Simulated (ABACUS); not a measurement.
# Nb (Im-3m) in ABACUS: further runs

One crystal, Nb, is run at these levels: PBE; tasks: equation of state.

Everything below comes from runs of ABACUS 3.10.1. Logs are shortened: lines on timing, memory, paths and dates and some standing lists are left out, and cuts for length are marked.

### 1 The crystal as given

It takes space group Im-3m (No. 229, cubic). Conventional cell: a = 3.328 Å, b = 3.328 Å, c = 3.328 Å, α = 90.00°, β = 90.00°, γ = 90.00°. Nb (site symmetry m-3m) is surrounded by 8 Nb at 2.88 Å.

### 2 Equation of state, PBE, 17.32 Å³/atom (volume scaled by 0.94)

INPUT

```
INPUT_PARAMETERS
suffix              Nb
calculation         scf
basis_type          lcao
pseudo_dir          ./
orbital_dir         ./
symmetry            1
dft_functional      pbe
ecutwfc             100
pseudo_rcut         10
nspin               1
nbands              10
ks_solver           genelpa
smearing_method     fd
smearing_sigma      0.00367493
scf_thr             1e-07
scf_nmax            100
mixing_type         broyden
mixing_beta         0.7
cal_force           1
cal_stress          1
out_mul             1
```

STRU

```
ATOMIC_SPECIES
Nb 92.9064 Nb.upf

NUMERICAL_ORBITAL
Nb_confined-atom_7au_2s1p1d.orb

LATTICE_CONSTANT
1.8897261246

LATTICE_VECTORS
-1.6299823056 1.6299823056 1.6299823056
1.6299823056 -1.6299823056 1.6299823056
1.6299823056 1.6299823056 -1.6299823056

ATOMIC_POSITIONS
Direct

Nb
0.0
1
0.0000000000 0.0000000000 0.0000000000 1 1 1
```

KPT

```
K_POINTS
0
Gamma
11 11 11 0 0 0
```

Potentials or basis: PseudoDojo NC SR 0.4.1 PBE standard, SZ LCAO (the cutoffs set its grid).

Launch:

```sh
$ OMP_NUM_THREADS=1 mpirun -np 4 abacus > log
```

running log:

```text
ABACUS v3.10.1

               Atomic-orbital Based Ab-initio Computation at UStc

 ------------------------------------------------------------------------------------

 READING GENERAL INFORMATION
                           global_out_dir = OUT.Nb/
                           global_in_card = INPUT
                               pseudo_dir = ./
                              orbital_dir = ./
                                    DSIZE = 4
                                    GSIZE = 1

 READING UNITCELL INFORMATION
                                    ntype = 1
                  lattice constant (Bohr) = 1.88973
              lattice constant (Angstrom) = 1

 READING ATOM TYPE 1
                               atom label = Nb
                      L=0, number of zeta = 2
                      L=1, number of zeta = 1
                      L=2, number of zeta = 1
             number of atom for this type = 1

                        TOTAL ATOM NUMBER = 1
DIRECT COORDINATES
    atom                   x                   y                   z     mag                  vx                  vy                  vz
taud_Nb1            0.0000000000        0.0000000000        0.0000000000  0.0000        0.0000000000        0.0000000000        0.0000000000

                          Volume (Bohr^3) = 116.898
                             Volume (A^3) = 17.3224

 Lattice vectors: (Cartesian coordinate: in unit of a_0)
             -1.62998            +1.62998            +1.62998
             +1.62998            -1.62998            +1.62998
             +1.62998            +1.62998            -1.62998
 Reciprocal vectors: (Cartesian coordinate: in unit of 2 pi/a_0)
                   +0           +0.306752           +0.306752
            +0.306752                  +0           +0.306752
            +0.306752           +0.306752                  +0
 The esolver type has been set to : ksdft_lcao

                PAO radial cut off (Bohr) = 10

 Read in pseudopotential file is Nb.upf
                     pseudopotential type = NC
          exchange-correlation functional = PBE
                 nonlocal core correction = 1
                        valence electrons = 13
                                     lmax = 2
                           number of zeta = 4
                     number of projectors = 6
                           L of projector = 0
                           L of projector = 0
                           L of projector = 1
                           L of projector = 1
                           L of projector = 2
                           L of projector = 2
     initial pseudo atomic orbital number = 10

 SETUP THE ELECTRONS NUMBER
            electron number of element Nb = 13
      total electron number of element Nb = 13
            AUTOSET number of electrons:  = 13
                           occupied bands = 7
                                   NLOCAL = 10
                                   NBANDS = 10
                                   NBANDS = 10
                                   NLOCAL = 10

%%%%%%%%%%%%%%%%%%%%%%%%%%%%%%%%%%%%%%%%%%%%%%%%%%%%%%%%%%%%%%%%%%%%%%%%%%%%%%%%%%%%%%%%%%%%%%%%%%%%%%%%%%
 Warning: the number of valence electrons in pseudopotential > 5 for Nb: [Kr] 4d4 5s1
 Pseudopotentials with additional electrons can yield (more) accurate outcomes, but may be less efficient.
 If you're confident that your chosen pseudopotential is appropriate, you can safely ignore this warning.
%%%%%%%%%%%%%%%%%%%%%%%%%%%%%%%%%%%%%%%%%%%%%%%%%%%%%%%%%%%%%%%%%%%%%%%%%%%%%%%%%%%%%%%%%%%%%%%%%%%%%%%%%%

 SETUP THE PLANE WAVE BASIS
 energy cutoff for charge/potential (unit:Ry) = 400
            fft grid for charge/potential = [ 36, 36, 36 ]
                        fft grid division = [ 3, 3, 3 ]
        big fft grid for charge/potential = [ 12, 12, 12 ]
                                     nbxx = 432
                                     nrxx = 11664

 SETUP PLANE WAVES FOR CHARGE/POTENTIAL
                    number of plane waves = 15707
                         number of sticks = 845

 PARALLEL PW FOR CHARGE/POTENTIAL
     PROC   COLUMNS(POT)             PW
        1            211           3926
        2            211           3926
        3            211           3928
        4            212           3927
 --------------- sum -------------------
        4            845          15707
                            number of |g| = 175
                                  max |g| = 36.1331
                                  min |g| = 0

----------- Double Check Mixing Parameters Begin ------------
mixing_type: broyden
mixing_beta: 0.7
mixing_gg0: 1
mixing_gg0_min: 0.1
mixing_ndim: 8
----------- Double Check Mixing Parameters End ------------

 LATTICE VECTORS: (CARTESIAN COORDINATE: IN UNIT OF A0)
             -1.62998            +1.62998            +1.62998
             +1.62998            -1.62998            +1.62998
[... 60 lines left out ...]
[... stars of the k points ...]

[... K-POINTS CARTESIAN COORDINATES: 56 rows ...]

[... K-POINTS DIRECT COORDINATES: 56 rows ...]

 SETUP PLANE WAVES FOR WAVE FUNCTIONS
     energy cutoff for wavefunc (unit:Ry) = 100
              fft grid for wave functions = [ 36, 36, 36 ]
                    number of plane waves = 3055
                         number of sticks = 283

 PARALLEL PW FOR WAVE FUNCTIONS
     PROC   COLUMNS(POT)             PW
        1             70            764
        2             71            764
        3             71            763
        4             71            764
 --------------- sum -------------------
        4            283           3055

 SET NONLOCAL PSEUDOPOTENTIAL PROJECTORS
 max number of nonlocal projetors among all species is 6

 -------------------------------------------
 SELF-CONSISTENT
 -------------------------------------------

 SETUP SEARCHING RADIUS FOR PROGRAM TO SEARCH ADJACENT ATOMS
                  longest orb rcut (Bohr) = 7
   longest nonlocal projector rcut (Bohr) = 1.54
                     search radius (Bohr) = 17.1
              searching radius is (Bohr)) = 17.1
         searching radius unit is (Bohr)) = 1.89
                         PeriodicBoundary = 1
                        Radius(unit:lat0) = 9.04
                                   glayer = [ 5, 5, 5 ]
                             glayer_minus = [ 4, 4, 4 ]

Find the coordinate range of the input atom(unit:lat0).
                                  min_tau = [ -19.6, -19.6, -19.6 ]
                                  max_tau = [ 19.6, 19.6, 19.6 ]
                                BoxNumber = [ 9, 9, 9 ]

 SETUP EXTENDED REAL SPACE GRID FOR GRID INTEGRATION
                          real space grid = [ 36, 36, 36 ]
                 big cell numbers in grid = [ 12, 12, 12 ]
             meshcell numbers in big cell = [ 3, 3, 3 ]
                        extended fft grid = [ 20, 20, 20 ]
                dimension of extened grid = [ 53, 53, 53 ]
                            UnitCellTotal = 125
              Atom number in sub-FFT-grid = 1
    Local orbitals number in sub-FFT-grid = 10
                                ParaV.nnr = 2825
                                 init_chg = atomic

 LCAO ALGORITHM --------------- ION=   1  ELEC=   1--------------------------------

 Density error is 0.0418459895139
----------------------------------------------------------
     Energy           Rydberg                 eV
----------------------------------------------------------
 E_KohnSham     -124.5189057615      -1694.1666270815
 E_Harris       -125.2276016485      -1703.8089292932
 E_Fermi        1.4593604779         19.8556179349
----------------------------------------------------------
[... 45 lines left out ...]
 LCAO ALGORITHM --------------- ION=   1  ELEC=   6--------------------------------

 Density error is 8.68987517957e-08
----------------------------------------------------------
     Energy           Rydberg                 eV
----------------------------------------------------------
 E_KohnSham     -124.5184936592      -1694.1610201413
 E_KS(sigma->0) -124.5180007816      -1694.1543141979
 E_Harris       -124.5184925271      -1694.1610047396
 E_band         -3.5198706434        -47.8902969726
 E_one_elec     -13.2638925280       -180.4645160405
 E_Hartree      14.8384194742        201.8870541626
 E_xc           -26.2565646712       -357.2388894337
 E_Ewald        -99.8354701790       -1358.3312569429
 E_entropy(-TS) -0.0009857552        -0.0134118869
 E_descf        0.0000000000         0.0000000000
 E_exx          0.0000000000         0.0000000000
 E_Fermi        1.4245418438         19.3818861145
----------------------------------------------------------

 charge density convergence is achieved
 final etot is -1694.1610201 eV
 EFERMI = 19.381886114 eV

 STATE ENERGY(eV) AND OCCUPATIONS    NSPIN == 1
 1/56 kpoint (Cartesian) = 0.0000 0.0000 0.0000 (505 pws)
       1       -34.9030     0.00150263
       2       -10.1725     0.00150263
       3       -10.1725     0.00150263
       4       -10.1725     0.00150263
       5        13.0492     0.00150263
       6        19.4761    0.000198302
       7        19.4761    0.000198302
       8        19.4761    0.000198302
       9        22.5847    2.27638e-31
      10        22.5847    2.27638e-31
[... 49 lines left out ...]
 6/56 kpoint (Cartesian) = 0.13943 -0.13943 0.0000 (492 pws)
       1       -34.6114      0.0180316
       2       -11.7042      0.0180316
       3       -10.6505      0.0180316
       4       -10.1890      0.0180316
       5        15.1483      0.0180316
       6        17.3105      0.0180316
       7        22.6253    1.21414e-30
       8        23.3319    8.84765e-37
       9        25.7613    6.99395e-58
      10        28.6214    1.00613e-82

[... levels at 50 further k points ...]

 correction force for each atom along direction 1 is -3.96569e-14
 correction force for each atom along direction 2 is 5.15874e-14
 correction force for each atom along direction 3 is 5.39662e-14
------------------------------------------------------------------------------------------
 TOTAL-FORCE (eV/Angstrom)
------------------------------------------------------------------------------------------
                       Nb1         0.0000000000         0.0000000000         0.0000000000
------------------------------------------------------------------------------------------

----------------------------------------------------------------
 TOTAL-STRESS (KBAR)
----------------------------------------------------------------
        46.2514963128        -0.0000000000        -0.0000000000
        -0.0000000000        46.2514963128        -0.0000000000
         0.0000000000         0.0000000000        46.2514963128
----------------------------------------------------------------
 TOTAL-PRESSURE: 46.251496 KBAR

 --------------------------------------------
 !FINAL_ETOT_IS -1694.1610201413129744 eV
 --------------------------------------------
```

Wall time 1.1 s (4 MPI ranks of INTEL XEON PLATINUM 8581C at 2.10GHz (Emerald Rapids), shared host); peak memory 0.4 GiB.

The run converged, but some of its settings lie outside the range that counts as converged, so its numbers aren't taken as properties of the crystal.

Results:

- Free energy: -1694.1610 eV
- Pressure: 4.6 GPa
- Band gap on the k mesh: none (metal or under the smearing width)

Caveat: the atomic orbitals were generated for these runs and aren't a published set; the basis of atomic orbitals isn't converged, which shifts pressures, moduli and gaps.

### 3 Equation of state, PBE, 17.69 Å³/atom (volume scaled by 0.96)

INPUT is that of step 2.

STRU

```
ATOMIC_SPECIES
Nb 92.9064 Nb.upf

NUMERICAL_ORBITAL
Nb_confined-atom_7au_2s1p1d.orb

LATTICE_CONSTANT
1.8897261246

LATTICE_VECTORS
-1.6414614324 1.6414614324 1.6414614324
1.6414614324 -1.6414614324 1.6414614324
1.6414614324 1.6414614324 -1.6414614324

ATOMIC_POSITIONS
Direct

Nb
0.0
1
0.0000000000 0.0000000000 0.0000000000 1 1 1
```

KPT is that of step 2.

Potentials or basis: PseudoDojo NC SR 0.4.1 PBE standard, SZ LCAO (the cutoffs set its grid).

Launch:

```sh
$ OMP_NUM_THREADS=1 mpirun -np 4 abacus > log
```

Run time: 1.1 s. Hardware: 4 MPI ranks of INTEL XEON PLATINUM 8581C at 2.10GHz (Emerald Rapids), shared host; peak memory 0.4 GiB.

These settings aren't checked as converged: the numbers below hold their error.

Results:

```yaml
Free_energy: -1694.1659 eV
Pressure: -0.3 GPa
Band_gap_on_the_k_mesh: none (metal or under the smearing width)
```

Caveat: the atomic orbitals were generated for these runs and aren't a published set; the basis of atomic orbitals isn't converged, which shifts pressures, moduli and gaps.

### 4 Equation of state, PBE, 18.06 Å³/atom (volume scaled by 0.98)

INPUT is that of step 3.

STRU

```
ATOMIC_SPECIES
Nb 92.9064 Nb.upf

NUMERICAL_ORBITAL
Nb_confined-atom_7au_2s1p1d.orb

LATTICE_CONSTANT
1.8897261246

LATTICE_VECTORS
-1.6527822138 1.6527822138 1.6527822138
1.6527822138 -1.6527822138 1.6527822138
1.6527822138 1.6527822138 -1.6527822138

ATOMIC_POSITIONS
Direct

Nb
0.0
1
0.0000000000 0.0000000000 0.0000000000 1 1 1
```

KPT is that of step 3.

Launch:

```sh
$ OMP_NUM_THREADS=1 mpirun -np 4 abacus > log
```

Wall time 1.1 s (4 MPI ranks of INTEL XEON PLATINUM 8581C at 2.10GHz (Emerald Rapids), shared host); peak memory 0.4 GiB.

These settings aren't checked as converged: the numbers below hold their error.

What came out:

* Free energy: -1694.1601 eV
* Pressure: -4.7 GPa
* Band gap on the k mesh: none (metal or under the smearing width)

Caveat: the atomic orbitals were generated for these runs and aren't a published set; the basis of atomic orbitals isn't converged, which shifts pressures, moduli and gaps.

### 5 Equation of state, PBE, 18.43 Å³/atom

INPUT is that of step 4.

STRU

```
ATOMIC_SPECIES
Nb 92.9064 Nb.upf

NUMERICAL_ORBITAL
Nb_confined-atom_7au_2s1p1d.orb

LATTICE_CONSTANT
1.8897261246

LATTICE_VECTORS
-1.6639500000 1.6639500000 1.6639500000
1.6639500000 -1.6639500000 1.6639500000
1.6639500000 1.6639500000 -1.6639500000

ATOMIC_POSITIONS
Direct

Nb
0.0
1
0.0000000000 0.0000000000 0.0000000000 1 1 1
```

KPT is that of step 4.

Launch:

```sh
$ OMP_NUM_THREADS=1 mpirun -np 4 abacus > log
```

Run time: 1 s. Hardware: 4 MPI ranks of INTEL XEON PLATINUM 8581C at 2.10GHz (Emerald Rapids), shared host; peak memory 0.4 GiB.

The run converged, but some of its settings lie outside the range that counts as converged, so its numbers aren't taken as properties of the crystal.

What came out:

* Free energy: -1694.1444 eV
* Pressure: -8.7 GPa
* Band gap on the k mesh: none (metal or under the smearing width)

Caveat: the atomic orbitals were generated for these runs and aren't a published set; the basis of atomic orbitals isn't converged, which shifts pressures, moduli and gaps.

### 6 Equation of state, PBE, 18.80 Å³/atom (volume scaled by 1.02)

INPUT is that of step 5.

STRU

```
ATOMIC_SPECIES
Nb 92.9064 Nb.upf

NUMERICAL_ORBITAL
Nb_confined-atom_7au_2s1p1d.orb

LATTICE_CONSTANT
1.8897261246

LATTICE_VECTORS
-1.6749698576 1.6749698576 1.6749698576
1.6749698576 -1.6749698576 1.6749698576
1.6749698576 1.6749698576 -1.6749698576

ATOMIC_POSITIONS
Direct

Nb
0.0
1
0.0000000000 0.0000000000 0.0000000000 1 1 1
```

KPT is that of step 5.

Potentials or basis: PseudoDojo NC SR 0.4.1 PBE standard, SZ LCAO (the cutoffs set its grid).

Launch:

```sh
$ OMP_NUM_THREADS=1 mpirun -np 4 abacus > log
```

It took 1.1 s on 4 MPI ranks of INTEL XEON PLATINUM 8581C at 2.10GHz (Emerald Rapids), shared host; peak memory 0.4 GiB.

The run converged, but some of its settings lie outside the range that counts as converged, so its numbers aren't taken as properties of the crystal.

Results:

| Property | Result |
| --- | --- |
| Free energy | -1694.1202 eV |
| Pressure | -12.3 GPa |
| Band gap on the k mesh | none (metal or under the smearing width) |

Caveat: the atomic orbitals were generated for these runs and aren't a published set; the basis of atomic orbitals isn't converged, which shifts pressures, moduli and gaps.

### 7 Equation of state, PBE, 19.17 Å³/atom (volume scaled by 1.04)

INPUT is that of step 6.

STRU

```
ATOMIC_SPECIES
Nb 92.9064 Nb.upf

NUMERICAL_ORBITAL
Nb_confined-atom_7au_2s1p1d.orb

LATTICE_CONSTANT
1.8897261246

LATTICE_VECTORS
-1.6858465900 1.6858465900 1.6858465900
1.6858465900 -1.6858465900 1.6858465900
1.6858465900 1.6858465900 -1.6858465900

ATOMIC_POSITIONS
Direct

Nb
0.0
1
0.0000000000 0.0000000000 0.0000000000 1 1 1
```

KPT is that of step 6.

Launch:

```sh
$ OMP_NUM_THREADS=1 mpirun -np 4 abacus > log
```

It took 1.1 s on 4 MPI ranks of INTEL XEON PLATINUM 8581C at 2.10GHz (Emerald Rapids), shared host; peak memory 0.4 GiB.

These settings aren't checked as converged: the numbers below hold their error.

What came out:

```yaml
Free_energy: -1694.0881 eV
Pressure: -15.5 GPa
Band_gap_on_the_k_mesh: none (metal or under the smearing width)
```

Caveat: the atomic orbitals were generated for these runs and aren't a published set; the basis of atomic orbitals isn't converged, which shifts pressures, moduli and gaps.

### 8 Equation of state, PBE, 19.53 Å³/atom (volume scaled by 1.06)

INPUT is that of step 7.

STRU

```
ATOMIC_SPECIES
Nb 92.9064 Nb.upf

NUMERICAL_ORBITAL
Nb_confined-atom_7au_2s1p1d.orb

LATTICE_CONSTANT
1.8897261246

LATTICE_VECTORS
-1.6965847559 1.6965847559 1.6965847559
1.6965847559 -1.6965847559 1.6965847559
1.6965847559 1.6965847559 -1.6965847559

ATOMIC_POSITIONS
Direct

Nb
0.0
1
0.0000000000 0.0000000000 0.0000000000 1 1 1
```

KPT is that of step 7.

Launch:

```sh
$ OMP_NUM_THREADS=1 mpirun -np 4 abacus > log
```

Run time: 1.1 s. Hardware: 4 MPI ranks of INTEL XEON PLATINUM 8581C at 2.10GHz (Emerald Rapids), shared host; peak memory 0.4 GiB.

The run converged, but some of its settings lie outside the range that counts as converged, so its numbers aren't taken as properties of the crystal.

Results:

```yaml
Free_energy: -1694.0490 eV
Pressure: -18.4 GPa
Band_gap_on_the_k_mesh: none (metal or under the smearing width)
```

Caveat: the atomic orbitals were generated for these runs and aren't a published set; the basis of atomic orbitals isn't converged, which shifts pressures, moduli and gaps.

### 9 Equation of state, PBE

Potentials or basis: PseudoDojo NC SR 0.4.1 PBE standard, SZ LCAO (the cutoffs set its grid).

This step only gathers the single runs of the series.

The run converged, but some of its settings lie outside the range that counts as converged, so its numbers aren't taken as properties of the crystal.

What came out:

```yaml
Equilibrium_volume: 17.67 Å³/atom
Bulk_modulus: 226 GPa
Pressure_derivative_of_the_bulk_modulus: 4.2
```

Caveat: the atomic orbitals were generated for these runs and aren't a published set; the basis of atomic orbitals isn't converged, which shifts pressures, moduli and gaps.
